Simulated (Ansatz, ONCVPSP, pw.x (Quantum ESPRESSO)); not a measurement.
**pw.x on sc La: one setting changed**

Potential: optimised norm-conserving Vanderbilt (ONCV), ONCVPSP 4.0.1.1 (patched build), PBE; core [Kr] 4d10, reference 5s2 5p6 5d1 6s2; waves: 5s+6s: rc 2.75 bohr, ncon 3, nbas 6, qcut 5.4 1/bohr, 2 projectors; 5p: rc 2.40 bohr, ncon 3, nbas 6, qcut 6.9 1/bohr, 2 projectors, debl 1.2 Ha; 5d: rc 3.00 bohr, ncon 4, nbas 8, qcut 5.6 1/bohr, 3 projectors, debl 0.6 Ha; f scattering state at 0.27 Ha: rc 2.60 bohr, ncon 4, nbas 8, qcut 4.2 1/bohr, 2 projectors, debl 0.5 Ha; local part: polynomial inside 1.85 bohr (lpopt 1, dvloc0 2 Ha); core correction: polynomial model core, fcfact 0.9. In the f channel the program set the typed energies aside and used -0.160, 0.340 Ha.

The reference run (k-mesh 10³, cutoffs 50/200 Ry, Fermi–Dirac 0.01 Ry, mixing_beta 0.4, conv_thr 1e-9, no spin) gives 0.17 GPa at 37.009 Å³/atom, where all-electron LAPW gives -0.04 GPa. This run, with its own iteration cap, changes k-mesh points per axis to 4.

```
&control
  calculation='scf', prefix='x', pseudo_dir='./', outdir='./tmp', tstress=.true., disk_io='none'
/
&system
  ibrav=0, nat=1, ntyp=1, ecutwfc=50, ecutrho=200, nbnd=13,
  occupations='smearing', smearing='fd', degauss=0.01
/
&electrons
  conv_thr=1e-09, mixing_beta=0.4, electron_maxstep=70
/
ATOMIC_SPECIES
La 1.0 La.UPF
CELL_PARAMETERS angstrom
  3.33249201 0.00000000 0.00000000
  0.00000000 3.33249201 0.00000000
  0.00000000 0.00000000 3.33249201
ATOMIC_POSITIONS crystal
La 0.0000 0.0000 0.0000
K_POINTS automatic
4 4 4 0 0 0
```

```bash
pw.x < La.scf.in > La.scf.out
```

Problem. How does the run end?

Solution. It converges in 8 iterations; the free energy moves by -73.0 meV/atom and the pressure by -0.37 GPa.

```
Message from routine setup:
     using ibrav=0 with symmetry is DISCOURAGED, use correct ibrav instead
     lattice parameter (alat)  =       6.2975  a.u.
     unit-cell volume          =     249.7491 (a.u.)^3
     number of electrons       =        11.00
     number of Kohn-Sham states=           13
     kinetic-energy cutoff     =      50.0000  Ry
     charge density cutoff     =     200.0000  Ry
     scf convergence threshold =      1.0E-09
     Exchange-correlation= PBE
     number of k points=    10  Fermi-Dirac smearing, width (Ry)=  0.0100
     iteration #  1     ecut=    50.00 Ry     beta= 0.40
     total energy              =     -96.51167568 Ry
     estimated scf accuracy    <       0.00381830 Ry
     iteration #  2     ecut=    50.00 Ry     beta= 0.40
     total energy              =     -96.51149548 Ry
     estimated scf accuracy    <       0.00096882 Ry
     iteration #  3     ecut=    50.00 Ry     beta= 0.40
     total energy              =     -96.51157286 Ry
     estimated scf accuracy    <       0.00004595 Ry
     [... 2 iterations left out ...]
     iteration #  6     ecut=    50.00 Ry     beta= 0.40
     total energy              =     -96.51158693 Ry
     estimated scf accuracy    <          4.4E-09 Ry
     iteration #  7     ecut=    50.00 Ry     beta= 0.40
     total energy              =     -96.51158693 Ry
     estimated scf accuracy    <          1.9E-09 Ry
     iteration #  8     ecut=    50.00 Ry     beta= 0.40
     the Fermi energy is    10.9717 ev
!    total energy              =     -96.51158693 Ry
     estimated scf accuracy    <          3.7E-10 Ry
     smearing contrib. (-TS)   =      -0.01005211 Ry
     The total energy is F=E-TS. E is the sum of the following terms:
     one-electron contribution =      -6.92538458 Ry
     hartree contribution      =       8.27104532 Ry
     xc contribution           =     -43.33141193 Ry
     ewald contribution        =     -54.51578363 Ry
     convergence has been achieved in   8 iterations
          total   stress  (Ry/bohr**3)                   (kbar)     P=       -1.94
     Message from routine punch:
     Nothing written, as per user request (disk_io='none')
```

The run took about 5.7 s on one core of a shared host (Neoverse-N1, 64 threads, 124 GiB, load 61).
